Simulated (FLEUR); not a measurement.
# Si2Mo in FLEUR: convergence with minDistance

Input of the first run (minDistance 1e-06); the others differ in this setting and in those tied to it:

The input inp.xml:

```xml
<?xml version="1.0" encoding="UTF-8" standalone="no"?>
<fleurInput fleurInputVersion="0.39">
   <comment>
      Si2Mo                                                                                               
   </comment>
   <calculationSetup>
      <cutoffs Kmax="5.16" Gmax="16.0" GmaxXC="16.0" numbands="0"/>
      <scfLoop itmax="60" minDistance="0.000001" maxIterBroyd="15" imix="Anderson" alpha="0.05" precondParam="0.0" spinf="2.0" sdNocoIR="T"/>
      <coreElectrons ctail="T" frcor="F" kcrel="0" coretail_lmax="0"/>
      <xcFunctional name="PBEs" relativisticCorrections="F"/>
      <magnetism jspins="1"/>
      <soc l_soc="F" theta="0.0" phi="0.0" spav="F"/>
      <expertModes spex="0" secvar="F"/>
      <geometryOptimization l_f="T" forcealpha="1.0" forcemix="BFGS" epsdisp="0.0005" epsforce="0.0002"/>
      <ldaU l_linMix="F" mixParam="0.05" spinf="1.0"/>
   </calculationSetup>
   <cell>
      <bzIntegration valenceElectrons="38.0" mode="hist" fermiSmearingEnergy="0.00183747">
         <kPointListSelection listName="default-1"/>
         <!-- k-points included here -->
         <xi:include xmlns:xi="http://www.w3.org/2001/XInclude" href="kpts.xml"> </xi:include>
      </bzIntegration>
      <!-- symmetry operations included here -->
      <xi:include xmlns:xi="http://www.w3.org/2001/XInclude" href="sym.xml"> </xi:include>
      <bulkLattice scale="1.0">
         <bravaisMatrix>
            <row-1>   -3.0235617993599999     3.0235617993599999     7.4275685327402989</row-1>
            <row-2>    3.0235617993599999    -3.0235617993599999     7.4275685327402989</row-2>
            <row-3>    3.0235617993599999     3.0235617993599999    -7.4275685327402989</row-3>
         </bravaisMatrix>
      </bulkLattice>
   </cell>
   <atomSpecies>
      <species name="Molybdenum (Mo)" element="Mo" atomicNumber="42">
         <mtSphere radius="2.53" gridPoints="843" logIncrement="0.015"/>
         <atomicCutoffs lmax="10" lnonsphr="10"/>
         <electronConfig flipSpins="F">
            <coreConfig>(1s1/2) (2s1/2) (2p1/2) (2p3/2) (3s1/2) (3p1/2) (3p3/2) (3d3/2) (3d5/2)</coreConfig>
            <valenceConfig>(4s1/2) (4p1/2) (4p3/2) (5s1/2) (4d3/2) (4d5/2)</valenceConfig>
            <stateOccupation state="(5s1/2)" spinUp="0.500000" spinDown="0.500000"/>
            <stateOccupation state="(4d3/2)" spinUp="1.000000" spinDown="1.000000"/>
            <stateOccupation state="(4d5/2)" spinUp="1.500000" spinDown="1.500000"/>
         </electronConfig>
         <energyParameters s="5" p="5" d="4" f="4"/>
         <lo type="SCLO" l="0" n="4" eDeriv="0"/>
         <lo type="SCLO" l="1" n="4" eDeriv="0"/>
         <lo type="SCLO" l="1" n="4" eDeriv="1"/>
         <lo type="SCLO" l="2" n="4" eDeriv="2"/>
         <lo type="SCLO" l="3" n="4" eDeriv="2"/>
      </species>
      <species name="Silicon (Si)" element="Si" atomicNumber="14">
         <mtSphere radius="1.9" gridPoints="635" logIncrement="0.018"/>
         <atomicCutoffs lmax="8" lnonsphr="8"/>
         <electronConfig flipSpins="F">
            <coreConfig>(1s1/2)</coreConfig>
            <valenceConfig>(2s1/2) (2p1/2) (2p3/2) (3s1/2) (3p1/2) (3p3/2)</valenceConfig>
            <stateOccupation state="(3p1/2)" spinUp="0.333333" spinDown="0.333333"/>
            <stateOccupation state="(3p3/2)" spinUp="0.666667" spinDown="0.666667"/>
         </electronConfig>
         <energyParameters s="3" p="3" d="3" f="4"/>
         <lo type="SCLO" l="0" n="2" eDeriv="0"/>
         <lo type="SCLO" l="1" n="2" eDeriv="0"/>
         <lo type="SCLO" l="2" n="3" eDeriv="2"/>
         <lo type="SCLO" l="3" n="4" eDeriv="2"/>
      </species>
   </atomSpecies>
   <atomGroups>
      <atomGroup species="Molybdenum (Mo)">
         <relPos label="                   1">.0176620000 .0018630000 .0066410000</relPos>
         <force calculate="T" relaxXYZ="TTT"/>
      </atomGroup>
      <atomGroup species="Silicon (Si)">
         <relPos label="                   2">-.3221610000 -.3056840000 .0250040000</relPos>
         <force calculate="T" relaxXYZ="TTT"/>
      </atomGroup>
      <atomGroup species="Silicon (Si)">
         <relPos label="                   3">.3319990000 .3458110000 .0115010000</relPos>
         <force calculate="T" relaxXYZ="TTT"/>
      </atomGroup>
   </atomGroups>
   <output dos="F" band="F" slice="F">
      <checks vchk="F" cdinf="F"/>
      <bandDOS minEnergy="-.5*Htr" maxEnergy="0.5*Htr" sigma="0.015" storeEVData="T"/>
      <vacuumDOS vacdos="F" integ="F" star="F" nstars="0" locx1="0.0" locy1="0.0" locx2="0.0" locy2="0.0" nstm="0" tworkf="0.0"/>
      <unfoldingBand unfoldBand="F" supercellX="1" supercellY="1" supercellZ="1"/>
      <plotting iplot="0" polar="F">
         <plot TwoD="T" vec1="  1.0  0.0  0.0" vec2="  0.0  1.0  0.0" vec3="  0.0  0.0  1.0" zero="  0.0  0.0  0.0" file="plot"/>
      </plotting>
      <chargeDensitySlicing numkpt="0" minEigenval="0.0" maxEigenval="0.0" nnne="0" pallst="F"/>
      <specialOutput eonly="F"/>
      <moessbauerParams electricFieldGradient="T" isomerShift="T" coreHyperfine="T" valenceHyperfine="T"/>
      <magneticCircularDichroism mcd="F" energyLo="-10.0" energyUp="0.0"/>
   </output>
  <!-- We include the file relax.xml here to enable relaxations (see documentation) -->
  <xi:include xmlns:xi="http://www.w3.org/2001/XInclude" href="relax.xml"> <xi:fallback/> </xi:include>
</fleurInput>
```

The input crystal.txt:

```
Si2Mo
&input cartesian=F /
-1.6000000000  1.6000000000  3.9305000000
1.6000000000  -1.6000000000  3.9305000000
1.6000000000  1.6000000000  -3.9305000000
1.8897261246
1.0 1.0 1.0

3
42 0.0176620000  0.0018630000  0.0066410000
14 0.6778390000  0.6943160000  0.0250040000
14 0.3319990000  0.3458110000  0.0115010000

&kpt div1=5 div2=5 div3=5 gamma=T /
```

Potentials or basis: all-electron, FLAPW.

Launch:

```console
$ inpgen -f crystal.txt -profile fastHighL
$ # inp.xml edited to the form shown
$ fleur_MPI
```

The cell isn't the ideal one: atoms moved at random.

Hardware: 1 thread of Arm Neoverse V2, with other jobs on the host.

| minDistance | energy less the tightest run, at zero smearing (meV/atom) | SCF cycles | CPU time (s) | peak memory (GiB) |
| --- | --- | --- | --- | --- |
| 1e-06 | 0.00 | 22 | 880 | 0.26 |
| 1e-05 | 0.00 | 20 | 850 | 0.26 |
| 0.0001 | 0.00 | 18 | 770 | 0.26 |
| 0.001 | 0.00 | 15 | 630 | 0.26 |
| 0.01 | 0.00 | 15 | 630 | 0.26 |
| 0.03 | 0.00 | 15 | 650 | 0.26 |
| 0.1 | 0.00 | 15 | 630 | 0.26 |

Against the tightest run, the energy stays within 1 meV/atom from 1e-06 on. The tightest run that finished is the yardstick and may itself not be fully converged.

Caveat, for the tightest run too: the k mesh is coarse (spacing up to 0.56 Å⁻¹), so the values aren't converged.
